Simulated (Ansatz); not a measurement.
# GdN, a strained cell with displaced atoms

```yaml
crystal:
  lattice:
    - [-2.52306, 0.00283, 2.52427]
    - [2.52490, 0.00292, 2.52611]
    - [0.00009, 5.02246, 0.00575]
  atoms:
    - { symbol: Gd, position: [0.00189, 0.99364, 0.00039] }
    - { symbol: Gd, position: [0.50092, 0.50499, 0.50642] }
    - { symbol: N, position: [0.00923, 0.00696, 0.50174] }
    - { symbol: N, position: [0.51341, 0.49846, 0.98670] }
```

Method: PBE, spin-orbit coupling; PAW, plane waves to 420 eV, 5×5×4 (shifted by 0.5, 0.5, 0 steps) mesh, gaussian occupations (width 0.1323 eV) (Ansatz 0.2.0), atoms fixed.

Magnetic state (reached from a saved solution, and it need not be the lowest): Gd1 along (-0.71, 0.00, 0.71), Gd2 along (-0.71, 0.00, 0.71).

(1) What is the formation energy?

(2) How large are the moments?

(3) Where is the largest force?

(4) Is there a gap?

(5) How is the charge shared?

Origin: a strained cell with displaced atoms, so it need not be a known compound. Caveats: semilocal functionals often miss the gap of such magnets; the k mesh is coarse if the cell is a metal; the SCF threshold is loose for a stress; f shells without a U or exact exchange are poorly placed.

## Answers

(1) -1.55 eV an atom against the elements' usual phases (free molecules for gases, crystals otherwise, with no correction for O₂ or N₂), so it is bound against them; other compounds may still compete. Relaxing would lower it.

(2) Gd1 6.98, Gd2 6.98 μB of spin moment in Bader basins; net size 13.90 μB a cell.

(3) The largest is on N4: 0.24 eV/Å, components (0.07, 0.23, 0.02). It makes 161° with the line to a nearest neighbour, Gd2 at 2.41 Å, pointing away from it.

(4) It is a metal, with about 0.23 states/eV a cell as the mean within 0.25 eV of the Fermi level, mostly N p (77 %) and Gd d (14 %).

(5) Bader charges in e: Gd +1.77, N -1.77. In the mean Gd gives up most and N takes most.
